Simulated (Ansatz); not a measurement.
# Au (Im-3m) in Ansatz: notebook, part 2 of 2

Ansatz 0.2.0. The steps go on from the part before.

**4. Band structure, HSEsol**

File input:

```
crystal:
  lattice:
    - [-1.657269, 1.657269, 1.657269]
    - [1.657269, -1.657269, 1.657269]
    - [1.657269, 1.657269, -1.657269]
  atoms:
    - { symbol: Au, position: [0.0, 0.0, 0.0] }
hamiltonian:
  xc:
    exchange: hjs_pbesol
    correlation: pbesol
    exx: { coeff: 0.25, omega: 0.207 }
  pseudopotentials: { kind: paw }
kpoints:
  mp_grid: { grid: [6, 6, 6] }
  band_path:
    path:
      - [[0.0, 0.0, 0.0], [0.5, -0.5, 0.5], [0.0, 0.0, 0.5], [0.0, 0.0, 0.0], [0.25, 0.25, 0.25], [0.5, -0.5, 0.5]]
      - [[0.25, 0.25, 0.25], [0.0, 0.0, 0.5]]
    npoints: 4
scf:
  occupations: { method: fermi_dirac, width: 0.05 }
  n_extra_bands: 6
output:
  forces: true
  stress: true
  eigenvalues: true
  fatbands: false
```

Potentials or basis: Ansatz PAW.

The program printed:

```text
Warning: output.stress: scf.convergence.dr2_threshold = 1e-7 eV (the SCF's general default) is looser than the 1e-10 eV advised for a printed stress (1e-10 eV for each atom of the cell: 1). What an SCF threshold leaves in a stress goes as its square root, and in the free energy as the threshold itself, and one threshold admits the most on a small cell: of the crystals measured, under no hybrid functional and no lock of the moments, on runs that ended without the residual-converged pass, on stresses that held no estimate of that error, the worst erred by over 100 MPa in a component at 1e-7 eV an atom and by under 5 at 1e-10. Set scf.convergence.dr2_threshold to 1e-10 eV or tighter. The threshold is an SCF's pass mark: one that does not reach it within its budget of iterations ends unconverged, or closes short of it on a stop that the run arms, and scf.convergence.dr2_threshold's page says what that costs each kind of run
Warning: output.stress: scf.exx.energy_threshold = 1e-6 eV is looser than the 1e-8 eV advised for a stress under a hybrid functional (1e-8 eV for each atom of the cell: 1). Every SCF of the exchange loop can meet its threshold on dr2 while the loop round them stops early: no threshold on dr2 bounds what that leaves in the stress. Set scf.exx.energy_threshold to 1e-8 eV or tighter. The threshold is the loop's pass mark: a loop that does not reach it within its budget of cycles ends unconverged, and scf.exx.energy_threshold's page has the law
scf.n_extra_bands = 6 over 10 filled bands (N_el = 19.0): the run solves 16 bands
GPUs: using 1 of 1 available (devices: 1).
Engine: ansatz 0.2.0, x86_64-unknown-linux-gnu
Pseudopotentials: kind: paw
Pseudopotential: Au, paw, valence charge 19, recommended cutoff 420 eV (normal), Au.paw.azcp
Functional definition: unnamed
  parameter a_1 = 0.25
  parameter omega_1 = 0.207/angstrom
  exchange = pbe_x(mu = 0.12345679012345678) + (-a_1)*hjs_pbesol_x_sr(omega_1) + a_1*exact_x_sr(omega_1)
  correlation = pbe_c(beta = 0.046)
device memory: the entry about to start is reckoned to put 0.4 GiB on a device that reports 64.2 GiB free (of which the cap on the GPU budget leaves the run 18.0 GiB)
GPU FFT provider: cuFFT
GPU libraries: cuBLAS 13.8.2, cuFFT 12.4.0, cuSOLVER 12.3.4
Crystal: 1 atoms, lattice volume = 18.207 Å³
Basis set: ecut = 420 eV, 369 PW (Γ), exchange–correlation on 40×40×40 points (8 copies of the dense FFT grid, shifted against one another)
Bands: 16, of which v1, the nominal top of the filled ones, is band 10 counted from 1 (9 counted from 0)
Symmetry: 48 space group operations
Space group: Im-3m (ITA 229), of the structure as read, at distance tolerance 2.6e-5 Å
k-points: 16 of 216
Non-local potential: Au, projectors of the file, l = 0: 3, l = 1: 2, l = 2: 2, l = 3: 1
PAW form: soft (Blöchl's): semilocal exchange-correlation on the pseudo side does not see the compensation charge
PAW frozen core: Au, regenerated for the run's functional, and the local potential with it (the file was generated under x = pbe(κ = 0.804, μ = 0.2195149727645171), c = pbe(β = 0.06672455060314922))
PAW one-centre angular grid: Au, 590 points (default); XC on 64 Gauss nodes
Initial density: superposition of atomic densities (neutral atoms: chi_scale 0, normalization atom), corrected by the library's trained network
Initial wavefunctions: pseudopotential atomic-orbital guess
GPU buffer pool allocated for 8000 grid points (all kernels)
GPU transforms: local potential and band sums: pruned to the plane-wave sphere, on 20×20×20
Functional: x = pbesol(κ = 0.804, μ = 0.12345679012345678), c = pbesol(β = 0.046), warm-up for x = hjs_pbesol + 0.25 (exact − hjs_pbesol) at short range (ω = 0.207 Å⁻¹), c = pbesol(β = 0.046)
SCF iter   1: F=—  HF=-13006.975834 eV  |F-HF|=—  |Δ(HF+E_count)|=         —  Δρ=1.34e-2  dr2=3.24e-2  ethr=1.77e-3  ⟨swp⟩=7.4  Hψ=1142  notcnv=0
preconditioner: auto → none  [insulator: Δε(μ)=0.111 eV  Ē_g=18.709 eV  σ=0.050 eV  W_gap=0.50  n_scr=12 (ndim 8)  ℏωp=28.9 eV  f_vac=0.000  D(μ)=1.89/eV (n_scr^D=18)]
iter 2 solved again at ethr=1.45e-5 eV; its pass at ethr=1.70e-4 eV (dr2=2.76e-3 eV) is discarded
SCF iter   2: F=—  HF=-13006.966668 eV  |F-HF|=—  |Δ(HF+E_count)|=   9.17e-3  Δρ=4.38e-3  dr2=2.76e-3  ethr=1.45e-5  ⟨swp⟩=2.1  Hψ=1095  notcnv=0
SCF iter   3: F=—  HF=-13006.965705 eV  |F-HF|=—  |Δ(HF+E_count)|=   9.63e-4  Δρ=1.16e-3  dr2=5.29e-5  ethr=1.45e-5  ⟨swp⟩=3.0  Hψ=477  notcnv=0
SCF iter   4: F=—  HF=-13006.965701 eV  |F-HF|=—  |Δ(HF+E_count)|=   4.14e-6  Δρ=7.10e-5  dr2=2.57e-7  ethr=2.79e-7  ⟨swp⟩=3.0  Hψ=429  notcnv=0
SCF iter   5: F=—  HF=-13006.965701 eV  |F-HF|=—  |Δ(HF+E_count)|=   1.97e-7  Δρ=8.13e-6  dr2=3.71e-9  ethr=1.35e-9  ⟨swp⟩=3.0  Hψ=497  notcnv=0
SCF iter   6: F=-13006.965701 eV  HF=-13006.965701 eV  |F-HF|=0.00e0  |Δ(HF+E_count)|=   2.98e-9  Δρ=4.91e-7  dr2=2.04e-11  ethr=1.95e-11  ⟨swp⟩=3.0  Hψ=497  notcnv=0
SCF 1 converged in 6 iterations: F = -13006.965701 eV  dr2 = 2.04e-11
[... 22 lines left out ...]
hybrid outer 1: dexx = +8.359e-3 eV, tail = 3.34e-5 eV
GPU FFT provider: cuFFT
GPU libraries: cuBLAS 13.8.2, cuFFT 12.4.0, cuSOLVER 12.3.4
GPU buffer pool allocated for 8000 grid points (all kernels)
GPU transforms: local potential and band sums: pruned to the plane-wave sphere, on 20×20×20
Exchange kernel: α = 0.2500, screened, ω = 0.2070 Å⁻¹, Wigner–Seitz truncation, v(0) = 1046.0683 eV·Å³, q-mesh 6×6×6, nearest image of the exchange supercell L = 17.22 Å, pair-density grid 12×12×12, without the augmentation charges, whose exchange is taken in its separable form by FFT convolution over the k-point mesh (sized by the pseudopotential files, 16×16×16 at the most), smooth part of the exact exchange by density-matrix convolution in up to 908.5 MiB of GPU memory as planned if the GPU has room (build and FFT work areas not counted)
Frozen-core exchange: fock
SCF iter   1: F=—  HF=-13046.406094 eV  |F-HF|=—  |Δ(HF+E_count)|=         —  Δρ=1.21e-4  dr2=2.06e-6  ethr=8.80e-7  ⟨swp⟩=3.2  Hψ=599  notcnv=0
preconditioner: auto → none  [insulator: Δε(μ)=0.221 eV  Ē_g=20.752 eV  σ=0.050 eV  W_gap=0.69  n_scr=12 (ndim 8)  ℏωp=28.9 eV  f_vac=0.000  D(μ)=2.07/eV (n_scr^D=18)]
SCF iter   2: F=—  HF=-13046.406094 eV  |F-HF|=—  |Δ(HF+E_count)|=   1.09e-8  Δρ=3.82e-5  dr2=6.61e-8  ethr=9.95e-9  ⟨swp⟩=2.9  Hψ=475  notcnv=0
SCF iter   3: F=—  HF=-13046.406094 eV  |F-HF|=—  |Δ(HF+E_count)|=   6.73e-8  Δρ=1.80e-5  dr2=1.55e-8  ethr=2.88e-10  ⟨swp⟩=3.1  Hψ=461  notcnv=0
SCF iter   4: F=-13046.406094 eV  HF=-13046.406094 eV  |F-HF|=7.63e-9  |Δ(HF+E_count)|=   1.56e-9  Δρ=8.55e-6  dr2=1.03e-8  ethr=8.01e-11  ⟨swp⟩=3.2  Hψ=665  notcnv=0
SCF 3 converged in 4 iterations: F = -13046.406094 eV  dr2 = 1.03e-8
  Residual-converged pass: ⟨swp⟩=2.1  Hψ=352  notcnv=0  max |occ|·‖R‖ = 2.1e-6 eV (tolerance 2.4e-6 eV)  dr2=1.03e-8  dr2_onsite=1.29e-9  max |Δocc| = 2.0e-13
hybrid outer 2: dexx = +9.475e-7 eV, tail = 3.75e-8 eV, Δε = 4.42e-3 eV (about 1.74e-4 eV left of the loop's levels)
device memory: the entry about to start is reckoned to put 0.3 GiB on a device that reports 58.3 GiB free (of which the cap on the GPU budget leaves the run 18.0 GiB)
NSCF: frozen V_eff on 26 k-points, pencils in batches of 32, up to order 72
hybrid SCF converged: 2 outer / 11 inner (+6 warm-up), last move |dexx| = 9.47e-7 eV, tail = 3.75e-8 eV
Stability not checked: this state was not tested for a lower state beside it, because the functional holds exact exchange (a hybrid, or Hartree-Fock), whose exchange loop this test does not read (fock_operator; see scf.lower_state_search)
Free energy (F): -13046.406094 eV
Frozen-core exchange: fock
Harris-Foulkes:  -13046.406094 eV  (|F-HF|=7.63e-9)
Internal energy: -13046.390730 eV  (E = F + TS)
E sigma→0 (E₀):  -13046.398412 eV
Entropy (-TS):   -0.015364 eV (-15.364 meV/atom)
Fermi energy:    18.731579 eV
--- Per-component energies (eV) ---
  E_band       = -282.680365
  E_kinetic    = 604.362116
  E_local      = -1808.090784  (includes V_loc(G=0)·N_el)
  E_nonlocal   = 79.879891
  E_hartree    = 763.864626
  E_xc         = -180.382467
  E_vxc        = -216.588525  (∫ρ·V_xc dr)
  E_exx        = -70.891212  (= α·E_x^exact, valence–valence)
  E_paw        = -9579.699178  (= ΣΔE_a)
  E_vpaw       = -328.186490  (= ΣTr[D̂ρ^β])
  E_aug_tail   = 0.001437  (compensation charges beyond the density's cutoff)
  E_ewald      = -2853.749966
  E_core_change = -1.685194  (= ΣΔE_core)
  E_smearing   = -0.015364  (= −TS)
  E_closure    = -0.000000  (closes the sum)
  Σ components = -13046.406094   (vs F -13046.406094, Δ=-1.82e-12)
--- Forces (eV/Å), atoms counted from 1 ---
  atom   1  Au    -0.00000000     0.00000000     0.00000000
  max |Σ_I F_I| component: 5.13e-30 eV/Å
--- Stress (GPa, compression-positive) ---
       -9.059116      -0.000000       0.000000
        0.000000      -9.059116      -0.000000
        0.000000      -0.000000      -9.059116
  P = ⅓ Tr σ = -9.0591 GPa (-90.591 kbar)
--- Band table (eV; the first three rows and the last of 16) ---
  k-point 0: bands = ["-91.3842", "-41.4478", "-41.4478", "-41.4478", "8.3409", "12.8650", "12.8650", "12.8650", "14.6726", "14.6726", "35.8086", "35.8086", "35.8086", "43.1907", "43.1907", "43.1907"]
  k-point 1: bands = ["-91.3816", "-41.5010", "-41.4684", "-41.4485", "9.3679", "12.5817", "12.9189", "13.5740", "14.4286", "14.7076", "34.3646", "35.4378", "36.9780", "39.1819", "40.0189", "40.1573"]
  k-point 2: bands = ["-91.3765", "-41.6088", "-41.5099", "-41.4503", "10.7313", "12.0572", "14.2536", "14.6605", "14.8221", "15.2773", "27.5825", "32.8581", "35.3269", "39.5503", "39.7668", "42.8195"]
  k-point 15: bands = ["-91.3651", "-41.6199", "-41.6199", "-41.6199", "10.9483", "10.9483", "15.9558", "15.9558", "15.9558", "25.3943", "25.3943", "25.3943", "28.8515", "34.7607", "34.7607", "43.9108"]
```

bands.tsv:

```text
# k_distance	band_0	band_1	band_2	band_3	band_4	band_5	band_6	band_7	band_8	band_9	band_10	band_11	band_12	band_13	band_14	band_15
# fermi_ev = 18.731548
# lock_threshold_ev = 1e-6
# [0, 0, 0] at k_distance = 0.000000
[... 35 lines left out ...]
8.096798	-110.105182	-60.329613	-60.284844	-60.247983	-6.659861	-6.578214	-5.600003	-3.841947	-3.796643	3.301054	5.002447	8.238646	9.576078	24.359932	25.858371	27.235610
8.333754	-110.105333	-60.364254	-60.275516	-60.213659	-7.249962	-6.846542	-4.629425	-3.970754	-3.809007	2.723633	3.380268	10.410328	11.439419	22.586909	24.498872	25.528024
8.570709	-110.105451	-60.387326	-60.266246	-60.190899	-7.836564	-6.908155	-4.100277	-3.821481	-3.380247	0.640859	3.535056	12.573843	12.941700	22.107468	23.228989	23.664616
8.807665	-110.105528	-60.395426	-60.262434	-60.182940	-8.060476	-6.918545	-4.153012	-3.826692	-2.378180	-0.648545	3.609703	12.908424	14.322374	21.905114	22.247449	23.383794
```

It took 13 s on 1 × NVIDIA H100 80GB HBM3 with 2 threads of AMD EPYC 7R13 (Zen 3), shared host; peak memory 1.5 GiB.

What came out:

```yaml
Free_energy: -13046.4061 eV
Pressure: -9.1 GPa
Band_gap_on_the_k_mesh: none (metal or under the smearing width)
```

Levels at the corners of the path, in eV from the Fermi level:
| point | band 6 | band 7 | band 8 | band 9 | band 10 | band 11 | band 12 | band 13 |
| --- | --- | --- | --- | --- | --- | --- | --- | --- |
| Γ | -5.87 | -5.87 | -5.87 | -4.06 | -4.06 | 17.08 | 17.08 | 17.08 |
| H | -7.78 | -2.78 | -2.78 | -2.78 | 6.66 | 6.66 | 6.66 | 10.12 |
| N | -6.92 | -4.15 | -3.83 | -2.38 | -0.65 | 3.61 | 12.91 | 14.32 |
| Γ | -5.87 | -5.87 | -5.87 | -4.06 | -4.06 | 17.08 | 17.08 | 17.08 |
| P | -6.27 | -6.27 | -3.79 | -3.79 | 3.32 | 7.34 | 7.34 | 7.34 |
| H | -7.78 | -2.78 | -2.78 | -2.78 | 6.66 | 6.66 | 6.66 | 10.12 |
| P | -6.27 | -6.27 | -3.79 | -3.79 | 3.32 | 7.34 | 7.34 | 7.34 |
| N | -6.92 | -4.15 | -3.83 | -2.38 | -0.65 | 3.61 | 12.91 | 14.32 |

Caveat: the k mesh is coarse (spacing up to 0.45 Å⁻¹), so the values aren't converged, least of all with exact exchange; spin-orbit coupling is left out, which moves the levels of the heavy elements; the PAW data sets come from PBE, with cores solved anew for the run's functional, which leaves a small shift of forces and pressure; the thresholds are loose for stress.

**5. Summary**

```csv
level,gap on the mesh (eV),pressure (GPa)
HSE06,none,-4.0
HSE03,none,-3.8
HSEsol,none,-9.1
```

Alike in all rows: task band structure; potentials or basis Ansatz PAW; no spin polarisation; cell as given; k mesh 6 × 6 × 6; cutoff (eV) 420; smearing fermi-dirac 0.05 eV; the mesh is coarse, so values aren't converged.

Caveats: all runs use coarse meshes; spin-orbit coupling is left out, which moves the levels of the heavy elements; the PAW data sets come from PBE, with cores solved anew for the run's functional, which leaves a small shift of forces and pressure; the thresholds are loose for stress.

Total energies depend on the potentials used, so only differences within one code and one set of settings carry meaning.
